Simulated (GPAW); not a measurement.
Ti2O:

```
CELL_PARAMETERS angstrom
2.91940 0.00000 0.00000
-1.45970 2.52827 0.00000
0.00000 0.00000 4.71300
ATOMIC_POSITIONS crystal
Ti 0.33333 0.66667 0.72126
Ti 0.66667 0.33333 0.27874
O 0.00000 0.00000 0.00000
```

Base run:

```yaml
Program: GPAW 26.7.0
Functional: LDA
Potentials_or_basis: the program's PAW data sets (release 1.2.1) made for this functional
Cutoff: 800 eV
Basis: pw
k_mesh: 10 × 10 × 6
Occupations: fermi-dirac, width 0.05 eV
Spin: no spin polarisation
Hubbard_terms: Ti d U = 6 eV
```

Its results: band gap on the k mesh none (metal or under the smearing width); pressure 10.4 GPa; largest force 1.429 eV/Å.

Question: The run is repeated on the same cell with these changes: hubbard terms from Ti d U = 6 eV to Ti d U = 3 eV. What comes out?

Answer: Band gap on the k mesh none (metal or under the smearing width); pressure 4.4 GPa; largest force 1.400 eV/Å.

Caveats: U without spin polarisation on a metal has little footing; forces of over 1 eV/Å show positions far from the minimum, so gaps and moduli don't describe the material at rest.
